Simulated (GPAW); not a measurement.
Input of a GPAW 26.7.0 run:

File run.py:

```python
from ase import Atoms
from ase.calculators.mixing import SumCalculator
from ase.eos import EquationOfState
from ase.io import Trajectory
from ase.units import GPa
from dftd3.ase import DFTD3
from gpaw import GPAW, PW, setup_paths

setup_paths.insert(0, '.')

atoms = Atoms(['Cd', 'O'],
              cell=[[0.0, 2.3495, 2.3495],
                    [2.3495, 0.0, 2.3495],
                    [2.3495, 2.3495, 0.0]],
              scaled_positions=[[0.0, 0.0, 0.0],
                                [0.5, 0.5, 0.5]],
              pbc=True)

traj = Trajectory('eos.traj', 'w')
volumes, energies = [], []
for x in [0.94, 0.96, 0.98, 1.0, 1.02, 1.04, 1.06]:
    a = atoms.copy()
    a.set_cell(atoms.cell * x**(1 / 3), scale_atoms=True)
    calc = GPAW(mode=PW(800),
                xc='PBEsol',
                kpts={'size': (8, 8, 8), 'gamma': True},
                occupations={'name': 'fermi-dirac', 'width': 0.05},
                nbands=18,
                convergence={'density': 1e-05, 'energy': 1e-05},
                maxiter=150,
                txt=f'eos-{x:.2f}.txt')
    a.calc = SumCalculator([calc, DFTD3(method='pbesol', damping='d3bj')])
    energies.append(a.get_potential_energy())
    volumes.append(a.get_volume())
    p = -a.get_stress()[:3].mean() / GPa
    calc.write(f'eos-{x:.2f}.gpw')
    traj.write(a)
    print(f'{x:.2f} {volumes[-1]:10.4f} A^3 {energies[-1]:14.6f} eV {p:9.3f} GPa', flush=True)

v0, e0, B = EquationOfState(volumes, energies, eos='birchmurnaghan').fit()
print(f'V0 = {v0:.4f} A^3, E0 = {e0:.6f} eV, B0 = {B / GPa:.2f} GPa')
```

Potentials or basis: PAW data sets generated in the run's folder for this functional, pw.

Command:

```console
$ gpaw-setup -f PBEsol Cd O
$ OMP_NUM_THREADS=1 python run.py
```

Problem. What does it give for the bulk modulus?

Solution. 156 GPa.

Problem. Predict the pressure derivative of the bulk modulus.

Solution. 4.8.

Energy against volume, from the lowest point:
```csv
volume (Å³/atom),energy (meV/atom)
12.191,5.62
12.451,0.06
12.710,0.00
12.970,4.85
13.229,14.10
13.488,27.17
13.748,43.70
```
